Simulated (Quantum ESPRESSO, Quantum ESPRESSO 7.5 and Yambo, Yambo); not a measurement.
# BN (P6_3mc): G0W0 on several meshes in Yambo

How does the mesh move the gap of BN (P6_3mc)?

Program: Quantum ESPRESSO 7.5 and Yambo 5.3.0. Level of theory: PBE and many-body steps on it, plane waves. Results are calculated unless marked as measured.

The database entry behind the starting cell has ideal inner coordinates that were not refined, so it need not match the best structure at ambient conditions.

## 1. Set-up

Symmetry: P6_3mc, No. 186, hexagonal system. Conventional cell: a = 2.536 Å, b = 2.536 Å, c = 4.199 Å, α = 90.00°, β = 90.00°, γ = 120.00°. Nearest to B lie 4 N at 1.56 to 1.57 Å. Nearest to N lie 4 B at 1.56 to 1.57 Å. Farther neighbours and most contacts between anions are not listed.

The cell and positions come from the Crystallography Open Database and are kept as given unless a step says otherwise. This is not the form that BN usually takes at ambient conditions.

## 2. Empty states on the mesh, 3×3×2 mesh, 77 bands

This step: Quantum ESPRESSO 7.5; DFT, PBE, plane waves, norm-conserving pseudopotentials.

The sums over transitions need many empty states on a uniform mesh; this step solves for them.

File pw.in:

```
&control
  calculation = 'nscf'
  prefix = 'x'
  outdir = 'o'
  pseudo_dir = 'pseudo'
/
&system
  ibrav = 0
  nat = 4
  ntyp = 2
  ecutwfc = 72.0
  nbnd = 77
  force_symmorphic = .true.
/
&electrons
  conv_thr = 1e-9
  electron_maxstep = 80
  diago_full_acc = .true.
  diago_thr_init = 5e-6
/
ATOMIC_SPECIES
  B 10.81 B.upf
  N 14.007 N.upf
CELL_PARAMETERS angstrom
  2.5360000000 -0.0000000000 0.0000000000
  -1.2680000000 2.1962404240 0.0000000000
  0.0000000000 0.0000000000 4.1990000000
ATOMIC_POSITIONS crystal
  B 0.6666666667 0.3333333333 0.0000000000
  B 0.3333333333 0.6666666667 0.5000000000
  N 0.6666666667 0.3333333333 0.3750000000
  N 0.3333333333 0.6666666667 0.8750000000
K_POINTS automatic
  3 3 2 0 0 0
```

Started as:

```bash
OMP_NUM_THREADS=1 mpirun -n 4 pw.x -nk 4 -in pw.in > pw.out
```

Output:

```text
Program PWSCF v.7.5 starts

     This program is part of the open-source Quantum ESPRESSO suite
     for quantum simulation of materials; please cite
         "P. Giannozzi et al., J. Phys.:Condens. Matter 21 395502 (2009);
         "P. Giannozzi et al., J. Phys.:Condens. Matter 29 465901 (2017);
         "P. Giannozzi et al., J. Chem. Phys. 152 154105 (2020);
     in publications or presentations arising from this work. More details at

     Atomic positions and unit cell read from directory:
     o/x.save/

     Message from routine setup:
[...]
k = 0.0000 0.3849 0.0000 (  1625 PWs)   bands (ev):

[...]
92.1608  92.5332  94.4426  95.1865  95.9328  97.4409  99.5397 100.4585
   101.6749 101.7239 104.9858 106.2700 108.0363 108.7551 109.1707 109.9401
   111.6610 113.0421 114.4315 115.7250 116.2825

          k = 0.0000 0.3849-0.3020 (  1628 PWs)   bands (ev):

     [... further k-points ...]

     highest occupied, lowest unoccupied level (ev):    11.4677   16.7478

     XML data file, pseudopotentials, collected wavefunctions

=------------------------------------------------------------------------------=
   JOB DONE.
=------------------------------------------------------------------------------=
```

Wall time 2.2 s (4 MPI ranks of Arm Neoverse V1, shared host); peak memory 0.2 GiB; 8.3 s of CPU time.

This step gave:

```
gap                                                           : 5.280 eV
k of the valence top                                          : 0, 0, 0
k of the conduction bottom                                    : 0.3333, 0.3333, 0
least direct gap                                              : 8.505 eV
k points computed                                             : 6
lowest point of the top converged band, above the valence top : 103.9490 eV
```

On this mesh the gap is 5.280 eV.

The density comes from a self-consistent run that is not shown.

## 3. Conversion and set-up

This step: Yambo 5.3.0; conversion and set-up on PBE, plane waves, norm-conserving pseudopotentials.

The states are converted to the many-body program's format and the q mesh is built.

Started as:

```bash
(cd o/x.save; p2y > p2y.log; mv SAVE ../..); yambo > setup.log
```

Output:

```text
 Yambo, version 5.3.0

 [02] CORE Variables Setup
 =========================

  [02.01] Unit cells
  ==================

  Cell kind             :  HCP
  Atoms in the cell     :  B  N
  number of B  atoms    :  2
  number of N  atoms    :  2

  List of atomic masses
  Mass of B     :  10.81000
  Mass of N     :  14.00700

  List of atomic coordinates    : [cc]
  B1       :  2.396173  1.383431  0.000000  order 1
  B2       : -0.23962E-09   2.7669       3.9675      order 2
  N1       :  2.396173  1.383431  2.975610  order 3
[...]
IBZ Q-points                                      :   6
 BZ  Q-points                                      :  18

 K/Q-points units:
 rlu = crystal or reduced units; cc = cartesian coordinates; iku = interal k-units

 Q [1]          [rlu]:  0.000000  0.000000  0.000000
 Q [2]          [rlu]:  0.000000  0.000000 -0.500000
 Q [3]          [rlu]:  0.29047E-16  0.33333       0.0000
 Q [4]          [rlu]:  0.29047E-16  0.33333     -0.50000
 Q [5]          [rlu]:  0.333333  0.333333  0.000000
 Q [6]          [rlu]:  0.333333  0.333333 -0.500000

  [03.01] X indexes
  =================

   [03.01.01] Sigma indexes
   ========================

 [06] Game Over & Game summary
```

Elapsed: 1.7 s, on 1 MPI rank; peak memory 0.23 GiB.

## 4. 3×3×2

Now the one-shot GW correction: screening in the RPA, then the self-energy of the levels asked for.

This step: G0W0 on PBE, plane waves, norm-conserving pseudopotentials.

File gw13.in:

```
HF_and_locXC
gw0
dyson
ppa
em1d
rim_cut
RandQpts= 1000000
RandGvec= 1 RL
EXXRLvcs= 72 Ry
VXCRLvcs= 288 Ry
Chimod= "HARTREE"
% BndsRnXp
 1 | 77 |
%
NGsBlkXp= 15.5 Ry
% LongDrXp
 1 | 1 | 1 |
%
% GbndRnge
 1 | 77 |
%
DysSolver= "n"
ExtendOut
PPAPntXp= 27.21138 eV
% QPkrange
 1 | 1 | 7 | 10 |
 5 | 5 | 7 | 10 |
%
```

Started as:

```bash
OMP_NUM_THREADS=1 mpirun -n 4 yambo -F gw13.in -J gw13 -C gw13 > gw13.log
```

Output:

```text
 Yambo, version 5.3.0

 [02] CORE Variables Setup
 =========================

  [... cell, symmetries and grids as in the set-up ...]

  [02.05] Energies & Occupations
  ==============================

  [X] === General ===
  [X] Electronic Temperature                        :  0.000000  0.000000 [eV K]
  [X] Bosonic    Temperature                        :  0.000000  0.000000 [eV K]
  [X] Finite Temperature mode                       : no
  [X] El. density                                   :  0.68414E+24 [cm-3]
  [X] Fermi Level                                   :  11.46775 [eV]

  [X] === Gaps and Widths ===
  [X] Conduction Band Min                           :  5.280042 [eV]
  [X] Valence Band Max                              :  0.000000 [eV]
  [X] Filled Bands                                  :   8
  [X] Empty Bands                                   :    9   77
  [X] Direct Gap                                    :  8.504704 [eV]
  [X] Direct Gap localized at k                     :  1
  [X] Indirect Gap                                  :  5.280042 [eV]
  [X] Indirect Gap between kpts                     :   1   5
  [X] Last valence band width                       :  5.444693 [eV]
  [X] 1st conduction band width                     :  4.397410 [eV]

 [03] Transferred momenta grid and indexing
 ==========================================

 IBZ Q-points                                      :   6
 BZ  Q-points                                      :  18

 K/Q-points units:
 rlu = crystal or reduced units; cc = cartesian coordinates; iku = interal k-units

 Q [1]          [rlu]:  0.000000  0.000000  0.000000
 Q [2]          [rlu]:  0.000000  0.000000 -0.500000
 Q [3]          [rlu]:  0.29047E-16  0.33333       0.0000
 Q [4]          [rlu]:  0.29047E-16  0.33333     -0.50000
 Q [5]          [rlu]:  0.333333  0.333333  0.000000
 Q [6]          [rlu]:  0.333333  0.333333 -0.500000

 [04] Coloumb potential Random Integration (RIM)
 ===============================================

  [04.01] RIM initialization
  ==========================

  * Diagonal components only detected *

  8 x (sBL volume)        :  0.698531 [a.u.]
  sBZ random points       :  1000000
  Points outside the sBZ  :   7993074
  RL volume               :  1.571694 [a.u.]
  Integrated volume       :  1.573056 [a.u.]

  [04.02] RIM integrals
  =====================

  Gamma point sphere radius             :  0.160946 [a.u.]
  Points outside the sphere             :   799424
  [Int_sBZ(q=0) 1/q^2]*(Vol_sBZ)^(-1/3) =:  7.686523
                                 should be <:  7.795600

  Summary of Coulomb integrals for non-metallic bands |Q|[au] RIM/Bare

  Q [1] 0.100000E-4 0.986008 * Q [2] 0.395918 0.984322
  Q [3] 0.504638 1.087026 * Q [4] 0.641413 1.045791
  Q [5] 0.874058 1.029918 * Q [6] 0.959546 1.022459

 [05] Dipoles
 ============

  [05.01] Setup: observables and procedures
  =========================================

 [06] Dynamic Dielectric Matrix (PPA)
 ====================================

 [WR./gw13//ndb.pp]--------------------------------------------------------------
  Brillouin Zone Q/K grids (IBZ/BZ)                :   6  18   6  18
  RL vectors                                       :  2177 [WF]
  Coulomb cutoff potential                         : none
  Electronic Temperature                           :  0.000000 [K]
  Bosonic    Temperature                           :  0.000000 [K]
  PPA    diel. fun.  energies                      : Perdew, Burke & Ernzerhof(X)+Perdew, Burke & Ernzerhof(C)
  wavefunctions                                    : Perdew, Burke & Ernzerhof(X)+Perdew, Burke & Ernzerhof(C)
  Global Gauge                                     : length
  X matrix size                                    :  161
  X band range                                     :    1   77
  X e/h energy range                               : -1.000000 -1.000000 [eV]
  X Time ordering                                  : R
  X Hxc Kernel                                     : HARTREE
  X Drude frequency                                :  0.000000  0.000000
  X poles                                          :  100.0000 [o/o]
  RL vectors in the sum                            :  2177
  [r,Vnl] included                                 : yes
  Field direction                                  :  0.577350E-5  0.577350E-5  0.577350E-5
  BZ energy Double Grid                            : no
  BZ energy DbGd points                            : 0
  BZ Q point size factor                           : -1.000000
  X Optical Averaged directions                    : none

 [07] Local Exchange-Correlation + Non-Local Fock
 ================================================

 [VXC] Plane waves :  13033
 [EXS] Plane waves :  1689

 QP @ state[ 1 ] K range:  1  1
 QP @ state[ 1 ] b range:   7  10
 QP @ state[ 2 ] K range:   5   5
 QP @ state[ 2 ] b range:   7  10

 [xc] Functional : Perdew, Burke & Ernzerhof(X)+Perdew, Burke & Ernzerhof(C)
 [xc] LIBXC used to calculate xc functional
  PP Number of Atomic Species                      :  2
  NLCC RL compoments                               :  13033
  PP Number of Atomic Species                      :  2
  NLCC RL compoments                               :  13033

 [xc] E_xc :  -7.491029 [Ha]
      E_xc :  -14.98206 [Ry]

  Local XC kind (lXC) : Perdew, Burke & Ernzerhof(X)+Perdew, Burke & Ernzerhof(C)
  Non-Local XC kind (nlXC) : Hartree-Fock

  Corrections @ K [1] :  [eV]
 <7|nlXC|7> = -22.28382 -0.27619E-17 <7|lXC|7> = -18.72164  0.000000
 <8|nlXC|8> = -22.28440  0.15474E-16 <8|lXC|8> = -18.72164  0.37763E-15
 <9|nlXC|9> = -6.820803  0.35172E-17 <9|lXC|9> = -13.55705 -0.18882E-15
 <10|nlXC|10> = -6.821650 -0.71178E-19 <10|lXC|10> = -13.55705  0.000000

  Corrections @ K [5] :  [eV]
 <7|nlXC|7> = -21.11646  0.75648E-17 <7|lXC|7> = -16.18597  0.37763E-15
 <8|nlXC|8> = -21.11719 -0.36473E-16 <8|lXC|8> = -16.18597  0.94408E-16
 <9|nlXC|9> = -6.439247  0.31402E-17 <9|lXC|9> = -11.85531  0.47204E-16
 <10|nlXC|10> = -7.560440  0.12382E-17 <10|lXC|10> = -15.82995  0.000000

 [08] Dyson equation: Newton solver
 ==================================

  [08.01] G0W0 (W PPA)
  ====================

  [  GW  ] Bands range     :    1   77
  [GW/PPA] G damping       :  0.100000 [eV]

  QP @ state[ 1 ] K range:  1  1
  QP @ state[ 1 ] b range:   7  10
  QP @ state[ 2 ] K range:   5   5
  QP @ state[ 2 ] b range:   7  10

   Sc/G bands                                       :    1   77
   Sc/G damping                                     :  0.100000 ev
   Sc bands terminator                              : no
   Sx RL components                                 :  1689

   QP @ state[ 1 ] K range                          :  1  1
   QP @ state[ 1 ] b range                          :   7  10
   QP @ state[ 2 ] K range                          :   5   5
   QP @ state[ 2 ] b range                          :   7  10
   GF energies kind                                 : Perdew, Burke & Ernzerhof(X)+Perdew, Burke & Ernzerhof(C)
   GF WF`s kind                                     : Perdew, Burke & Ernzerhof(X)+Perdew, Burke & Ernzerhof(C)
   Xs energies kind                                 : Perdew, Burke & Ernzerhof(X)+Perdew, Burke & Ernzerhof(C)
   Xs WF`s kind                                     : Perdew, Burke & Ernzerhof(X)+Perdew, Burke & Ernzerhof(C)

 [11] Game Over & Game summary
```

Elapsed: 7.2 s, on 4 MPI ranks; peak memory 1.1 GiB; 24 s of CPU time.

Numbers from this step:

```
G0W0 gap on the points computed              : 6.623 eV
starting gap on the mesh                     : 5.280 eV
k of the valence top                         : 0, 0, 0
k of the conduction bottom                   : 0.3333, 0.3333, 0
least direct G0W0 gap on the computed points : 10.38 eV
Z at the valence top                         : 0.8280
Z at the conduction bottom                   : 0.8589
```

The gap on the mesh goes from 5.28 eV to 6.62 eV, a correction of +1.34 eV.

## 5. Empty states on the mesh, 9×9×6 mesh, 77 bands

This step: Quantum ESPRESSO 7.5; DFT, PBE, plane waves, norm-conserving pseudopotentials.

pw.in, as its differences from that of step 2:

```diff
@@ -33,2 +33,2 @@
 K_POINTS automatic
-  3 3 2 0 0 0
+  9 9 6 0 0 0
```

Started as:

```bash
OMP_NUM_THREADS=1 mpirun -n 4 pw.x -nk 4 -in pw.in > pw.out
```

Output:

```text
[banner, memory and clock lines left out]
Program PWSCF v.7.5 starts

     Atomic positions and unit cell read from directory:
     o/x.save/

     Message from routine setup:
     using ibrav=0 with symmetry is DISCOURAGED, use correct ibrav instead

     G-vector sticks info

     bravais-lattice index     =            0
     lattice parameter (alat)  =       4.7923  a.u.
     unit-cell volume          =     157.8235 (a.u.)^3
     number of atoms/cell      =            4
     number of atomic types    =            2
     number of electrons       =        16.00
[...]
112.0302 112.8562 115.7224 115.7224 118.1171

          k = 0.0000 0.0000 0.1007 (  1665 PWs)   bands (ev):

[...]
112.2258 112.2258 113.5877 113.5877 116.2781

          k = 0.0000 0.0000 0.2013 (  1636 PWs)   bands (ev):

[...]
91.0146  91.0146  93.9488  94.7092  98.0088 101.2567 101.2567 103.8594
   105.0395 107.6225 107.6225 110.0420 110.0420 110.0594 110.0594 111.9032
   112.7620 112.7620 115.6109 116.0972 117.6436

          k = 0.0000 0.0000-0.3020 (  1642 PWs)   bands (ev):

     [... further k-points ...]

     highest occupied, lowest unoccupied level (ev):    11.4677   16.7478

     XML data file, pseudopotentials, collected wavefunctions
```

The job ended after 12 s (4 MPI ranks; peak memory 0.22 GiB; 48 s of CPU time).

Numbers from this step:

```
gap                                                           : 5.280 eV
k of the valence top                                          : 0, 0, 0
k of the conduction bottom                                    : 0.3333, 0.3333, 0
least direct gap                                              : 8.408 eV
k points computed                                             : 62
lowest point of the top converged band, above the valence top : 101.4125 eV
```

On this mesh the gap is 5.280 eV.

[end of part 1 of 2]

[Paths, hosts, dates, memory and timing lines, banners, echoed tables and standing remarks are left out of the program output.]

[Logs are printed without paths, hosts, clocks, repeated set-up lines and the standing remarks that a program may print on its own settings, such as how far it seeks lower states.]

[Runs of the session that timed out or met a known fault of the program may be left out.]

[Hosts, paths, dates, database ids (printed as entryN), source tags and the programs' standing remarks are cut or masked in the printed files.]
